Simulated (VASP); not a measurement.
Input of a VASP 6.6.1 run:

The input INCAR:

```
PREC = Accurate
ENCUT = 600
EDIFF = 1E-7
ISMEAR = -1
SIGMA = 0.05
LREAL = False
LASPH = True
NELM = 100
ALGO = Fast
ISIF = 3
LWAVE = False
LCHARG = False
GGA = PE
IBRION = 2
NSW = 40
EDIFFG = -0.01
```

Contents of KPOINTS:

```
regular mesh
0
Gamma
  7 7 7
```

POSCAR

```
TePb
1.0
    0.0000000000      3.2310000000      3.2310000000
    3.2310000000      0.0000000000      3.2310000000
    3.2310000000      3.2310000000      0.0000000000
Pb Te
1 1
Direct
    0.0000000000      0.0000000000      0.0000000000
    0.5000000000      0.5000000000      0.5000000000
```

Potentials or basis: VASP PAW PBE potentials, release 54 (Pb_d, Te).

Run with:

```bash
$ cat potpaw_PBE.54/Pb_d/POTCAR potpaw_PBE.54/Te/POTCAR > POTCAR
$ mpirun -np 1 vasp_std > vasp.out
```

Problem. Predict the relaxed volume.

Solution. 35.40 Å³/atom.

Problem. Predict the space group after relaxing (to 0.05 Å).

Solution. Fm-3m (No. 225).

Problem. What does it give for the relaxed cell?

Solution. a = 4.644 Å, b = 4.644 Å, c = 4.644 Å, α = 60.00°, β = 60.00°, γ = 60.00°.

Step by step:
```
step  energy change (eV)  largest force (eV/Å)  pressure (GPa)  volume (Å³)
   1              0.0000                0.0000            2.10        67.46
   2             -0.0192                0.0000           -0.56        71.88
   3             -0.0210                0.0000            0.00        70.81
```

 Zero-point motion and thermal expansion aren't in these numbers.
